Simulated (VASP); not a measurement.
# Hf (Fm-3m) in VASP: a series of runs

Aim: see how the results for Hf move with the level of theory and the settings. Levels: r2SCAN, r2SCAN+rVV10. Tasks: relaxation of cell and atoms.

Program: VASP 6.6.1. These are calculated values, not measurements. Logs are shortened: lines on timing, memory, paths and dates and some standing lists are left out, and cuts for length are marked.

### 1 The crystal as given

The structure is cubic, space group Fm-3m (No. 225). The conventional cell has a = 4.471 Å, b = 4.471 Å, c = 4.471 Å, α = 90.00°, β = 90.00°, γ = 90.00°. Around Hf (site symmetry m-3m) lie 12 Hf at 3.16 Å.

This isn't the form of Hf at room conditions, which is hcp.

### 2 Relaxation of cell and atoms, r2SCAN

The input, INCAR:

```
SYSTEM = Hf
ALGO = Normal ; EDIFF = 1E-7
EDIFFG = -0.005 ; ENCUT = 600
IBRION = 2 ; ISIF = 3
ISMEAR = 0 ; LASPH = .True.
LCHARG = .False. ; LMIXTAU = .True.
LREAL = .False. ; LWAVE = .False.
METAGGA = R2SCAN ; NELM = 80
NSW = 90 ; PREC = Accurate
SIGMA = 0.1
```

The input, KPOINTS:

```
k-points
0
Gamma
  16 16 16
  0 0 0
```

The input, POSCAR:

```
Hf
1.0
    0.0000000000      2.2352673600      2.2352673600
    2.2352673600      0.0000000000      2.2352673600
    2.2352673600      2.2352673600      0.0000000000
Hf
1
Direct
    0.0000000000      0.0000000000      0.0000000000
```

Potentials or basis: VASP PAW PBE potentials, release 64 (Hf_pv).

Command:

```
> cat potpaw_PBE.64/Hf_pv/POTCAR > POTCAR
> mpirun -np 1 vasp_std > vasp.out
```

OUTCAR:

```text
SYSTEM = Hf
   EDIFF = 1E-7
   EDIFFG = -0.005
   ENCUT = 600
   IBRION = 2
   ISIF = 3
   ISMEAR = 0
   LASPH = .True.
   LREAL = .False.
   METAGGA = R2SCAN
   NELM = 80
   NSW = 90
   PREC = Accurate

 ion  position               nearest neighbor table
   1  0.000  0.000  0.000-

  LATTYP: Found a face centered cubic cell.
 ALAT       =     4.4705347200

  Lattice vectors:

 A1 = (   0.0000000000,   2.2352673600,   2.2352673600)
 A2 = (   2.2352673600,   0.0000000000,   2.2352673600)
 A3 = (   2.2352673600,   2.2352673600,   0.0000000000)

Analysis of symmetry for initial positions (statically):
=====================================================================
 Subroutine PRICEL returns:
 Original cell was already a primitive cell.

 Routine SETGRP: Setting up the symmetry group for a
 face centered cubic supercell.

 Subroutine GETGRP returns: Found 48 space group operations
 (whereof 48 operations were pure point group operations)
 out of a pool of 48 trial point group operations.

The static configuration has the point symmetry O_h .

Analysis of symmetry for dynamics (positions and initial velocities):
=====================================================================
 Subroutine PRICEL returns:
 Original cell was already a primitive cell.

 Routine SETGRP: Setting up the symmetry group for a
 face centered cubic supercell.

 Subroutine GETGRP returns: Found 48 space group operations
 (whereof 48 operations were pure point group operations)
 out of a pool of 48 trial point group operations.

The dynamic configuration has the point symmetry O_h .

 Subroutine INISYM returns: Found 48 space group operations
 (whereof 48 operations are pure point group operations),
 and found     1 'primitive' translations

----------------------------------------------------------------------------------------

                                     Primitive cell

  volume of cell :      22.3367

  direct lattice vectors                    reciprocal lattice vectors
     0.000000000  2.235267360  2.235267360    -0.223686888  0.223686888  0.223686888
     2.235267360  0.000000000  2.235267360     0.223686888 -0.223686888  0.223686888
     2.235267360  2.235267360  0.000000000     0.223686888  0.223686888 -0.223686888

  length of vectors
     3.161145416  3.161145416  3.161145416     0.387437055  0.387437055  0.387437055

  position of ions in fractional coordinates (direct lattice)
     0.000000000  0.000000000  0.000000000

  ion indices of the primitive-cell ions
   primitive index   ion index
                 1           1

----------------------------------------------------------------------------------------

 KPOINTS: k-points

Automatic generation of k-mesh.
 Grid dimensions read from file:
 generate k-points for:   16   16   16

 Generating k-lattice:

  Cartesian coordinates                     Fractional coordinates (reciprocal lattice)
    -0.013980431  0.013980431  0.013980431     0.062500000  0.000000000  0.000000000
     0.013980431 -0.013980431  0.013980431     0.000000000  0.062500000  0.000000000
     0.013980431  0.013980431 -0.013980431     0.000000000  0.000000000  0.062500000

  Length of vectors
     0.024214816  0.024214816  0.024214816

  Shift w.r.t. Gamma in fractional coordinates (k-lattice)
     0.000000000  0.000000000  0.000000000

 Subroutine IBZKPT returns following result:
 ===========================================

 Found    145 irreducible k-points:

 Following reciprocal coordinates:
            Coordinates               Weight
  0.000000  0.000000  0.000000      1.000000
  0.062500  0.000000  0.000000      8.000000
  0.125000  0.000000  0.000000      8.000000
  0.187500  0.000000  0.000000      8.000000
  0.250000  0.000000  0.000000      8.000000
  0.312500  0.000000  0.000000      8.000000
[... 16 lines left out ...]
 -0.125000  0.062500  0.000000     24.000000
 -0.062500  0.062500  0.000000     12.000000
 [... further k-points ...]
   k-points           NKPTS =    145   k-points in BZ     NKDIM =    145   number of bands    NBANDS=      9
   number of dos      NEDOS =    301   number of ions     NIONS =      1
   total plane-waves  NPLWV =  21952
   dimension x,y,z NGX =    28 NGY =   28 NGZ =   28
   dimension x,y,z NGXF=    56 NGYF=   56 NGZF=   56
   ions per type =               1
   NGX,Y,Z   is equivalent  to a cutoff of  14.73, 14.73, 14.73 a.u.
   NGXF,Y,Z  is equivalent  to a cutoff of  29.45, 29.45, 29.45 a.u.
 SYSTEM =  Hf
   PREC   = accura    normal or accurate (medium, high low for compatibility)
   ISTART =      0    job   : 0-new  1-cont  2-samecut
   ICHARG =      2    charge: 1-file 2-atom 10-const
   ISPIN  =      1    spin polarized calculation?
   LNONCOLLINEAR =      F non collinear calculations
   LSORBIT =      F    spin-orbit coupling
   LASPH  =      T    aspherical Exc in radial PAW
   ENCUT  =  600.0 eV  44.10 Ry    6.64 a.u.   6.31  6.31  6.31*2*pi/ulx,y,z
   NELM   =     80;   NELMIN=  2; NELMDL= -5     # of ELM steps
   EDIFF  = 0.1E-06   stopping-criterion for ELM
   LREAL  =      F    real-space projection
   EDIFFG = -.5E-02   stopping-criterion for IOM
   NSW    =     90    number of steps for IOM
   IBRION =      2    ionic relax: 0-MD 1-quasi-New 2-CG
   NFREE  =      1    steps in history (QN), initial steepest desc. (CG)
   ISIF   =      3    stress and relaxation
   ISYM   =      2    0-nonsym 1-usesym 2-fastsym
   POTIM  = 0.5000    time-step for ionic-motion
   TEBEG  =    0.0;   TEEND  =   0.0 temperature during run
   PSTRESS=    0.0 pullay stress
   NELECT =      10.0000    total number of electrons
   NUPDOWN=      -1.0000    fix difference up-down
   EMIN   =  10.00;   EMAX   =-10.00  energy-range for DOS
   EFERMI =   0.00;   METHOD = LEGACY
   ISMEAR =     0;   SIGMA  =   0.10  broadening in eV -4-tet -1-fermi 0-gaus
   EFERMI_NEDOS =   21; number of points for ismear=-14 and -15
   IALGO  =     38    algorithm
   IMIX   =      4    mixing-type and parameters
     AMIX     =   0.40;   BMIX     =  1.00
     AMIX_MAG =   1.60;   BMIX_MAG =  1.00
  volume/ion in A,a.u.               =      22.34       150.74
  Fermi-wavevector in a.u.,A,eV,Ry     =   1.252378  2.366651 21.340059  1.568450
  Thomas-Fermi vector in A             =   2.386281
   LORBIT       =      0    0 simple, 1 ext, 2 COOP (PROOUT), +10 PAW based schemes
   METAGGA = R2SCAN    functional components
   LHFCALC =     F    Hartree Fock is set to
   AEXX    =    0.0000 exact exchange contribution
   IVDW    =     0    specifies the selected vdW correction
   LEPSILON=     F    determine dielectric tensor
   LRPA    =     F    only Hartree local field effects (RPA)
 conjugate gradient relaxation of ions
 non-spin polarized calculation
 Gauss-broadening in eV      SIGMA  =   0.10
  energy-cutoff  :      600.00
  volume of cell :       22.34
 maximum number of plane-waves:       757
 NGX is ok and might be reduce to    28

--------------------------------------- Ionic step        1  -------------------------------------------

 number of electron      10.0000001 magnetization

 Free energy of the ion-electron system (eV)
  ---------------------------------------------------
  ext. energy  EPLUGINS =         0.00000000
  ---------------------------------------------------
  free energy    TOTEN  =       -45.06784531 eV

  energy without entropy =      -45.05987833  energy(sigma->0) =      -45.06386182

------------------------ aborting loop because EDIFF is reached ----------------------------------------

  FORCE on cell =-STRESS in cart. coord.  units (eV):
  Direction    XX          YY          ZZ          XY          YZ          ZX
  --------------------------------------------------------------------------------------
  -------------------------------------------------------------------------------------
  Total        0.0115949      0.0115949      0.0115949      0.0000000      0.0000000      0.0000000
  in kB        0.8316859      0.8316859      0.8316859      0.0000000      0.0000000      0.0000000
  external PRESSURE =       0.8316859 kB  Pullay stress =       0.0000000 kB
[... 55 lines left out ...]
  energy  without entropy=      -45.0599038461  energy(sigma->0) =      -45.06387443

--------------------------------------- Ionic step        3  -------------------------------------------

 number of electron      10.0000001 magnetization

 Free energy of the ion-electron system (eV)
  ---------------------------------------------------
  ext. energy  EPLUGINS =         0.00000000
  ---------------------------------------------------
  free energy    TOTEN  =       -45.06784996 eV

  energy without entropy =      -45.05989520  energy(sigma->0) =      -45.06387258

 E-fermi :   4.6119     XC(G=0): -12.1767

 val. band max:        4.6053484907   @ k =   0.3750   0.0000   0.0000
 cond. band min:       4.6119456196   @ k =  -0.2500   0.0625   0.0000
 fundamental gap:      0.0065971288
 Fermi energy:         4.6119306413

 k-point     1 :       0.0000    0.0000    0.0000
  band No.  band energies     occupation
      1     -26.5037      2.00000
      2     -26.5037      2.00000
      3     -26.5037      2.00000
      4      -2.9461      2.00000
      5       6.2150      0.00000
      6       6.2150      0.00000
      7       6.2150      0.00000
      8       9.2129      0.00000
      9       9.2129      0.00000
[... 265 lines left out ...]
 k-point    24 :      -0.0625    0.0625    0.0000
  band No.  band energies     occupation
      1     -26.5859      2.00000
      2     -26.5273      2.00000
      3     -26.5094      2.00000
      4      -2.5719      2.00000
      5       5.8165      0.00000
      6       6.3888      0.00000
      7       6.3993      0.00000
      8       8.8522      0.00000
      9       9.1965      0.00000

 [... further k-points ...]

------------------------ aborting loop because EDIFF is reached ----------------------------------------

  FORCE on cell =-STRESS in cart. coord.  units (eV):
  Direction    XX          YY          ZZ          XY          YZ          ZX
  --------------------------------------------------------------------------------------
  -------------------------------------------------------------------------------------
  Total       -0.0005577     -0.0005577     -0.0005577      0.0000000      0.0000000     -0.0000000
  in kB       -0.0399684     -0.0399684     -0.0399684      0.0000000      0.0000000     -0.0000000
  external PRESSURE =      -0.0399684 kB  Pullay stress =       0.0000000 kB
[... 16 lines left out ...]
  FREE ENERGIE OF THE ION-ELECTRON SYSTEM (eV)
  ---------------------------------------------------
  free  energy   TOTEN  =       -45.0678499638 eV

  energy  without entropy=      -45.0598952030  energy(sigma->0) =      -45.06387258

 reached required accuracy - stopping structural energy minimisation
```

Wall time 5.1 min (1 thread of AMD EPYC 9R45 (Zen 5), shared host); peak memory 0.17 GiB.

What came out:

| Property | Result |
| --- | --- |
| Free energy | -45.0678 eV |
| Relaxed volume | 22.36 Å³/atom |
| Relaxed cell | a = 3.162 Å, b = 3.162 Å, c = 3.162 Å, α = 60.00°, β = 60.00°, γ = 60.00° |
| Space group after relaxing (to 0.05 Å) | Fm-3m (No. 225) |
| Energy gained by relaxing | 0.0 meV/atom |
| Ionic steps | 3 |
| Pressure after relaxing | 0.0 GPa |
| Band gap on the k mesh | none (metal or under the smearing width) |

Final structure:
```xyz
1
Lattice="0.0000 2.2359 2.2359 2.2359 0.0000 2.2359 2.2359 2.2359 0.0000" Properties=species:S:1:pos:R:3 pbc="T T T"
Hf    0.0000    0.0000    0.0000
```

Levels at points of the mesh, in eV from the Fermi level:
| k point | band 2 | band 3 | band 4 | band 5 | band 6 | band 7 | band 8 | band 9 |
| --- | --- | --- | --- | --- | --- | --- | --- | --- |
| (0.00, 0.00, 0.00) | -31.12 | -31.12 | -7.56 | 1.60 | 1.60 | 1.60 | 4.60 | 4.60 |
| (0.50, 0.00, 0.00) | -31.23 | -31.23 | -3.74 | 0.37 | 1.41 | 1.41 | 6.69 | 6.69 |
| (0.50, 0.50, 0.00) | -31.42 | -31.42 | -3.33 | -2.17 | 2.44 | 6.76 | 7.27 | 7.27 |

Caveat: the PAW data sets were made with another functional, which shifts forces and pressure a little. Spin-orbit coupling is left out, which matters for the levels of Hf.

### 3 Relaxation of cell and atoms, r2SCAN+rVV10

The input, INCAR:

```
SYSTEM = Hf
ALGO = Normal ; BPARAM = 11.95
CPARAM = 0.0093 ; EDIFF = 1E-7
EDIFFG = -0.005 ; ENCUT = 600
IBRION = 2 ; ISIF = 3
ISMEAR = 0 ; IVDW_NL = 2
LASPH = .True. ; LCHARG = .False.
LMIXTAU = .True. ; LREAL = .False.
LUSE_VDW = .True. ; LWAVE = .False.
METAGGA = R2SCAN ; NELM = 80
NSW = 90 ; PREC = Accurate
SIGMA = 0.1
```

KPOINTS is that of step 2.

POSCAR is that of step 2.

Potentials or basis: VASP PAW PBE potentials, release 64 (Hf_pv).

Command:

```
> cat potpaw_PBE.64/Hf_pv/POTCAR > POTCAR
> mpirun -np 1 vasp_std > vasp.out
```

It took 6.8 min on 1 thread of AMD EPYC 9R45 (Zen 5), shared host; peak memory 0.26 GiB.

Results (log left out):

```
Free energy                            : -44.8920 eV
Relaxed volume                         : 22.19 Å³/atom
Relaxed cell                           : a = 3.154 Å, b = 3.154 Å, c = 3.154 Å, α = 60.00°, β = 60.00°, γ = 60.00°
Space group after relaxing (to 0.05 Å) : Fm-3m (No. 225)
Energy gained by relaxing              : 0.3 meV/atom
Ionic steps                            : 3
Pressure after relaxing                : 0.0 GPa
Band gap on the k mesh                 : none (metal or under the smearing width)
```

Step by step:
| step | energy change (eV) | largest force (eV/Å) | pressure (GPa) | volume (Å³) |
| --- | --- | --- | --- | --- |
| 1 | 0.0000 | 0.0000 | -0.71 | 22.34 |
| 2 | 0.0001 | 0.0000 | 0.81 | 22.02 |
| 3 | -0.0003 | 0.0000 | -0.01 | 22.19 |

Final structure:
```
Hf
1.0
     0.00000    2.23026    2.23026
     2.23026    0.00000    2.23026
     2.23026    2.23026    0.00000
Hf
1
Direct
  0.00000 0.00000 0.00000
```

Levels at points of the mesh, in eV from the Fermi level:
| k point | band 2 | band 3 | band 4 | band 5 | band 6 | band 7 | band 8 | band 9 |
| --- | --- | --- | --- | --- | --- | --- | --- | --- |
| (0.00, 0.00, 0.00) | -31.06 | -31.06 | -7.59 | 1.61 | 1.61 | 1.61 | 4.64 | 4.64 |
| (0.50, 0.00, 0.00) | -31.17 | -31.17 | -3.76 | 0.39 | 1.41 | 1.41 | 6.76 | 6.76 |
| (0.50, 0.50, 0.00) | -31.37 | -31.37 | -3.36 | -2.20 | 2.48 | 6.83 | 7.35 | 7.35 |

Caveat: the PAW data sets were made with another functional, which shifts forces and pressure a little. Spin-orbit coupling is left out, which matters for the levels of Hf.
